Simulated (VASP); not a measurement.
# ZnS (F-43m) in VASP: notebook, part 2 of 2

VASP 6.6.1.

## 4. Relaxation of cell and atoms, PBE

Input file INCAR:

```
SYSTEM = ZnS
PREC = Accurate ; ENCUT = 580
EDIFF = 1E-7 ; ISMEAR = -1
SIGMA = 0.05 ; LREAL = .False.
LASPH = .True. ; NELM = 60
ALGO = Fast ; ISIF = 3
LWAVE = .False. ; LCHARG = .False.
GGA = PE ; IBRION = 2
NSW = 40 ; EDIFFG = -0.01
```

Input file KPOINTS:

```
Automatic mesh
0
Gamma
  9 9 9
  0 0 0
```

Input file POSCAR:

```
ZnS
1.0
    0.0000000000      2.7020000000      2.7020000000
    2.7020000000      0.0000000000      2.7020000000
    2.7020000000      2.7020000000      0.0000000000
Zn S
1 1
Direct
    0.7500000000      0.7500000000      0.7500000000
    0.0000000000      0.0000000000      0.0000000000
```

Potentials or basis: VASP PAW PBE potentials, release 54 (Zn, S).

On the command line:

```bash
> cat potpaw_PBE.54/Zn/POTCAR potpaw_PBE.54/S/POTCAR > POTCAR
> mpirun -np 1 vasp_std > vasp.out
```

OUTCAR:

```text
SYSTEM = ZnS
   PREC = Accurate
   ENCUT = 580
   EDIFF = 1E-7
   ISMEAR = -1
   LREAL = .False.
   LASPH = .True.
   NELM = 60
   ISIF = 3
   GGA = PE
   IBRION = 2
   NSW = 40
   EDIFFG = -0.01

 ion  position               nearest neighbor table
   1  0.750  0.750  0.750-   2 2.34   2 2.34   2 2.34   2 2.34
   2  0.000  0.000  0.000-   1 2.34   1 2.34   1 2.34   1 2.34

  LATTYP: Found a face centered cubic cell.
 ALAT       =     5.4040000000

  Lattice vectors:

 A1 = (   0.0000000000,   2.7020000000,   2.7020000000)
 A2 = (   2.7020000000,   0.0000000000,   2.7020000000)
 A3 = (   2.7020000000,   2.7020000000,   0.0000000000)

Analysis of symmetry for initial positions (statically):
=====================================================================
 Subroutine PRICEL returns:
[... 271 lines left out ...]
      6      -3.8892      2.00000
      7       1.8878      2.00000
      8       1.8878      2.00000
      9       1.8878      2.00000
     10       3.8990      0.00000
     11       8.2996      0.00000
     12       8.2996      0.00000
     13       8.2996      0.00000
[... 354 lines left out ...]
  band No.  band energies     occupation
      1      -9.9513      2.00000
      2      -4.3690      2.00000
      3      -4.0484      2.00000
      4      -4.0484      2.00000
      5      -3.8207      2.00000
      6      -3.7365      2.00000
      7      -2.4238      2.00000
      8      -0.1922      2.00000
      9      -0.1922      2.00000
     10       5.4080      0.00000
     11       6.0145      0.00000
     12      12.4533      0.00000
     13      13.2946      0.00000

 [... further k-points ...]

------------------------ aborting loop because EDIFF is reached ----------------------------------------

  FORCE on cell =-STRESS in cart. coord.  units (eV):
  Direction    XX          YY          ZZ          XY          YZ          ZX
  --------------------------------------------------------------------------------------
  -------------------------------------------------------------------------------------
  Total        0.0076035      0.0076035      0.0076035      0.0000000      0.0000000      0.0000000
  in kB        0.3015198      0.3015198      0.3015198      0.0000000      0.0000000      0.0000000
  external PRESSURE =       0.3015198 kB  Pullay stress =       0.0000000 kB
[... 17 lines left out ...]
  FREE ENERGIE OF THE ION-ELECTRON SYSTEM (eV)
  ---------------------------------------------------
  free  energy   TOTEN  =        -6.8524370556 eV

  energy  without entropy=       -6.8524370556  energy(sigma->0) =       -6.85243706

 reached required accuracy - stopping structural energy minimisation
```

OSZICAR:

```text
N       E                     dE             d eps       ncg     rms          rms(c)
DAV:   1     0.859136683457E+02    0.85914E+02   -0.94020E+03   910   0.174E+03
DAV:   2    -0.545403803859E+00   -0.86459E+02   -0.81900E+02   955   0.302E+02
DAV:   3    -0.718296885705E+01   -0.66376E+01   -0.65845E+01  1150   0.761E+01
DAV:   4    -0.727360774967E+01   -0.90639E-01   -0.90594E-01  1010   0.935E+00
[... 34 lines left out ...]
RMM:   6    -0.685243583705E+01    0.67464E-05   -0.56879E-05   926   0.906E-02    0.502E-03
RMM:   7    -0.685243674793E+01   -0.91088E-06   -0.12408E-05   917   0.361E-02    0.665E-03
RMM:   8    -0.685243690099E+01   -0.15306E-06   -0.40975E-06   911   0.232E-02    0.213E-03
RMM:   9    -0.685243700354E+01   -0.10256E-06   -0.11827E-06   882   0.122E-02    0.443E-04
RMM:  10    -0.685243705561E+01   -0.52062E-07   -0.40911E-07   706   0.595E-03
   3 F= -.68524371E+01 E0= -.68524371E+01  d E =-.509530E-02
```

CONTCAR:

```text
ZnS
   1.00000000000000
    -0.0000000000000000    2.7234894196144306    2.7234894196144306
     2.7234894196144306    0.0000000000000000    2.7234894196144306
     2.7234894196144306    2.7234894196144306   -0.0000000000000000
  Zn              S
     1     1
Direct
     0.7500000000000000    0.7500000000000000    0.7500000000000000
     0.0000000000000000    0.0000000000000000    0.0000000000000000

  0.00000000E+00  0.00000000E+00  0.00000000E+00
  0.00000000E+00  0.00000000E+00  0.00000000E+00
```

Run time: 62 s. Hardware: 1 thread of Intel Xeon Platinum 8375C at 2.90GHz (Ice Lake), shared host; peak memory 0.17 GiB.

Results:

| Property | Result |
| --- | --- |
| Free energy | -6.8524 eV |
| Relaxed volume | 20.20 Å³/atom |
| Relaxed cell | a = 3.852 Å, b = 3.852 Å, c = 3.852 Å, α = 60.00°, β = 60.00°, γ = 60.00° |
| Space group after relaxing (to 0.05 Å) | F-43m (No. 216) |
| Energy gained by relaxing | 2.5 meV/atom |
| Ionic steps | 3 |
| Pressure after relaxing | 0.0 GPa |
| Band gap on the k mesh | 2.01 eV, direct |

Step by step:
```tsv
step	energy change (eV)	largest force (eV/Å)	pressure (GPa)	volume (Å³)
1	0.0000	0.0000	1.77	39.45
2	-0.0046	0.0000	-0.51	40.71
3	-0.0051	0.0000	0.03	40.40
```

Final structure:
```
CELL_PARAMETERS angstrom
0.00000 2.72349 2.72349
2.72349 0.00000 2.72349
2.72349 2.72349 0.00000
ATOMIC_POSITIONS crystal
Zn 0.75000 0.75000 0.75000
S 0.00000 0.00000 0.00000
```

PBE usually gives volumes a little too large and moduli too small. Zero-point motion and thermal expansion aren't in these numbers.

## 5. Single point, RPBE

Input file INCAR:

```
SYSTEM = ZnS
ALGO     = Normal         ! electronic algorithm
EDIFF    = 1E-6           ! SCF threshold, eV
ENCUT    = 520            ! plane-wave cutoff, eV
GGA      = RP             ! functional
ISIF     = 2              ! what is computed and relaxed
ISMEAR   = 0              ! smearing method
LASPH    = .True.         ! aspherical terms in the spheres
LCHARG   = .False.        ! write CHGCAR
LREAL    = .False.        ! projectors in reciprocal space
LWAVE    = .False.        ! write WAVECAR
NELM     = 80             ! most SCF steps
PREC     = Accurate       ! precision mode
SIGMA    = 0.05           ! smearing width, eV
```

Input file KPOINTS:

```
k-points
0
Gamma
  9 9 9
  0 0 0
```

POSCAR: that of step 4 with these lines changed.

```diff
@@ -7,4 +7,4 @@
 1 1
-Direct
-    0.7500000000      0.7500000000      0.7500000000
+Cartesian
+    4.0530000000      4.0530000000      4.0530000000
     0.0000000000      0.0000000000      0.0000000000
```

Potentials or basis: VASP PAW PBE potentials, release 64 (Zn, S).

On the command line:

```bash
> cat potpaw_PBE.64/Zn/POTCAR potpaw_PBE.64/S/POTCAR > POTCAR
> mpirun -np 1 vasp_std > vasp.out
```

Run time: 9.3 s. Hardware: 1 thread of Intel Xeon Platinum 8488C (Sapphire Rapids), shared host; peak memory 0.16 GiB.

The run converged. Its results:

| Property | Result |
| --- | --- |
| Free energy | -6.1740 eV |
| Pressure | 4.3 GPa |
| Band gap on the k mesh | 2.28 eV, direct |

Levels at points of the mesh, in eV from the valence-band top:
```csv
k point,band 7,band 8,band 9,band 10,band 11,band 12
"(0.00, 0.00, 0.00)",0.00,0.00,0.00,2.28,6.45,6.45
```

Caveat: the PAW data sets were made with another functional, which shifts forces and pressure a little.

## 6. Overview

```tsv
task	level	potentials or basis	cell	cutoff (eV)	smearing	gap on the mesh (eV)	pressure (GPa)	relaxed volume (Å³/atom)
relaxation of cell and atoms	PBE	VASP PAW PBE potentials, release 64 (Zn, S_h)	relaxed	980	fermi-dirac 0.05 eV	2.00	-0.1	20.23
relaxation of cell and atoms	PBE	VASP PAW PBE potentials, release 54 (Zn, S)	relaxed	600	fermi-dirac 0.05 eV	2.01	0.0	20.20
relaxation of cell and atoms	PBE	VASP PAW PBE potentials, release 54 (Zn, S)	relaxed	580	fermi-dirac 0.05 eV	2.01	0.0	20.20
single point	RPBE	VASP PAW PBE potentials, release 64 (Zn, S)	as given	520	gaussian 0.05 eV	2.28	4.3	-
```

Alike in all rows: no spin polarisation; k mesh 9 × 9 × 9.

Caveats: the PAW data sets were made with another functional, which shifts forces and pressure a little (some runs).

Total energies depend on the potentials used, so only differences within one code and one set of settings carry meaning.

## 7. Against experiment

Step 5. Measured gap of ZnS: 3.85 eV (direct; 19 K; quoted in “Electronic, vibrational, and thermodynamic properties of ZnS (zincblende and rocksalt structure)”, 2009, arxiv:0911.5022). This calculation gives 2.28 eV (-1.57 eV). The value is that of RPBE, without temperature or zero-point motion. Semilocal functionals fall short of measured gaps as a rule.
